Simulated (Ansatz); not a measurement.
An Ansatz (an electronic-structure program) input:

Ansatz 0.2 input:
```yaml
crystal:
  lattice:
    - [2.6928612632, 0.0, 0.0]
    - [-1.3464306316, 2.3320862628, 0.0]
    - [0.0, 0.0, 4.3728153354]
  atoms:
    - { symbol: Be, position: [0.6666666667, 0.3333333333, 0.0001506372] }
    - { symbol: Be, position: [0.3333333333, 0.6666666667, 0.5001506372] }
    - { symbol: O, position: [0.6666666667, 0.3333333333, 0.3778493628] }
    - { symbol: O, position: [0.3333333333, 0.6666666667, 0.8778493628] }
kpoints:
  mp_grid: { grid: [9, 9, 5] }
hamiltonian:
  xc: hse06
  pseudopotentials: { kind: paw }
scf:
  n_extra_bands: 6
  occupations: { method: fixed }
output:
  eigenvalues: true
  eigenstates:
    e_range: [-9.0, 19.3]
    kpoints:
      - [0.0, 0.0, 0.0]  # VBM
      - [0.0, 0.0, 0.0]  # CBM
      - [0.0, 0.0, 0.0]  # GAMMA
      - [0.0, 0.0, 0.5]  # A
      - [0.3333333333, 0.3333333333, 0.0]  # K
      - [0.3333333333, 0.3333333333, 0.5]  # H
      - [0.5, 0.0, 0.0]  # M
      - [0.5, 0.0, 0.5]  # L
```

**Question.** How many symmetry operations and irreducible k-points will the run report?

**Answer.** 12 operations, 36 of 405 k-points.

**Question.** With a cutoff of 420 eV, how many plane waves at Γ?

**Answer.** 549.

It took very roughly 2.8 core-minutes on shared server cores.

The points marked VBM and CBM come from a semilocal run.

Space group P6_3mc (wurtzite). The cell was relaxed with PBEsol under the symmetry of its start; of distortions, only those at the zone centre were tested.

Potentials: the later of the program's two PAW sets.

Ansatz is a plane-wave DFT program.
